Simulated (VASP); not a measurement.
Input of a VASP 6.6.1 run:

File INCAR:

```
PREC = Accurate
ENCUT = 600
EDIFF = 1E-7
ISMEAR = 1
SIGMA = 0.1
LREAL = F
LASPH = T
NELM = 80
ALGO = Normal
ISIF = 4
LWAVE = F
LCHARG = F
GGA = PS
IBRION = 2
NSW = 40
EDIFFG = -0.01
```

The input KPOINTS:

```
Automatic mesh
0
Gamma
  15 15 9
```

The input POSCAR:

```
Os                                      
1.0
    2.7465673454     -0.0000000000      0.0000000000
   -1.3732836727      2.3785970944     -0.0000000000
    0.0000000000     -0.0000000000      4.3426168850
  Os            
     2
Direct
     0.3333333332999970    0.6666666667000030    0.2500000000000000
     0.6666666667000030    0.3333333332999970    0.7500000000000000
```

Potentials or basis: VASP PAW PBE potentials, release 64 (Os).

Run with:

```sh
$ cat potpaw_PBE.64/Os/POTCAR > POTCAR
$ mpirun -np 1 vasp_std > vasp.out
```

(1) Estimate the energy gained by relaxing.

(2) What does it give for the band gap on the k mesh?

Results:

(1) 0.0 meV/atom.

(2) none (metal or under the smearing width).
